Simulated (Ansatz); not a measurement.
Sn: computed properties

All numbers below come from Ansatz 0.2.0, DFT PBE, scalar-relativistic, plane waves, PAW.

Plane waves to 420 eV, a k mesh through Γ of 12×12×18 on the computed 2-atom cell and Gaussian smearing (0.10 eV); no spin polarisation.

The structure is relaxed at this level of theory with its symmetry kept, and needn't be the ground state of this composition.

Space group P6/mmm (No. 191). a = 5.141 Å, b = 5.141 Å, c = 3.111 Å, α = 90.00°, β = 90.00°, γ = 120.00°
| atom | site | symmetry | x | y | z |
| --- | --- | --- | --- | --- | --- |
| Sn | 2c | -6m2 | 0.3333 | 0.6667 | 0.0000 |

**Question.** Energy over the standard state (uncorrected)?

**Answer.** +0.162 eV/atom.

**Question.** Kohn–Sham band gap?

**Answer.** none (metal).

**Question.** Density of states at the Fermi level?

**Answer.** 1.3 states/eV per cell.

**Question.** Orbital (Löwdin) character within 0.5 eV of the Fermi level?

**Answer.** Sn 5p 87 %, Sn 5s 12 %.

**Question.** Bader charge by site (e)?

**Answer.** Sn (2 in the cell) 0.00.

The cell was found from a structure generator's guess, not taken from experiment. Löwdin shares on free-atom orbitals overweight diffuse shells.
